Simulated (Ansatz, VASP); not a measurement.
# Two plane-wave programs on KI

Contents of INCAR:

```
SYSTEM = KI
ALGO = Normal
EDIFF = 1E-6
EDIFFG = -0.005
ENCUT = 600
GGA = PE
IBRION = 2
ISIF = 3
ISMEAR = 0
LASPH = .True.
LCHARG = .False.
LREAL = .False.
LWAVE = .False.
NELM = 100
NSW = 100
PREC = Accurate
SIGMA = 0.02
```

The input KPOINTS:

```
k-points
0
Gamma
  6 6 6
  0 0 0
```

The input POSCAR:

```
KI
1.0
    0.0000000000      3.5327750000      3.5327750000
    3.5327750000      0.0000000000      3.5327750000
    3.5327750000      3.5327750000      0.0000000000
K I
1 1
Direct
    0.0000000000      0.0000000000      0.0000000000
    0.5000000000      0.5000000000      0.5000000000
```

Input for Ansatz:

```yaml
crystal:
  lattice:
    - [0.0, 3.532775, 3.532775]
    - [3.532775, 0.0, 3.532775]
    - [3.532775, 3.532775, 0.0]
  atoms:
    - { symbol: K, position: [0.0, 0.0, 0.0] }
    - { symbol: I, position: [0.5, 0.5, 0.5] }
basis:
  ecutwfc: 420
kpoints:
  mp_grid: { grid: [6, 6, 6] }
hamiltonian:
  xc: pbe
scf:
  occupations: { method: gaussian, width: 0.02 }
output:
  forces: true
  stress: true
  eigenvalues: true
  write_density: true
  write_potential: true
  elf: true
  volumetric_format: npy
relax:
  adjacent_minimum: "off"
  f_tol: 0.005
  max_steps: 80
  cell: { stress_tol: 0.05 }
```

Alike in both runs: task relaxation of cell and atoms; functional PBE; k mesh 6 × 6 × 6; occupations gaussian, width 0.02 eV; no spin polarisation.

|  | VASP | Ansatz |
| --- | --- | --- |
| version | VASP 6.6.1 | Ansatz 0.2.0 |
| potentials or method | VASP PAW PBE potentials, release 64 (K_sv, I) | scalar-relativistic, plane waves, PAW |
| plane-wave cutoff (eV) | 600 | 420 |
| valence electrons in the cell | 16 | 26 |

Ansatz gave:

- gap on the k mesh at the Fermi level, each at its own relaxed structure (eV): 3.86
- relaxed volume (Å³/atom): 46.20
- relaxed cell length with the largest relative difference (Å): 5.074
- energy change over the relaxation (meV/atom): -4

Task: Estimate VASP's values.

Result: gap on the k mesh at the Fermi level, each at its own relaxed structure (eV): 3.85; relaxed volume (Å³/atom): 46.44; relaxed cell length with the largest relative difference (Å): 5.083; energy change over the relaxation (meV/atom): -4.

The two sets of potentials don't hold the same shells in valence.

Caveats: spin-orbit coupling is left out, which moves the levels of the heavy elements. Zero-point motion and thermal expansion aren't in these numbers. PBE usually gives volumes a little too large and moduli too small.
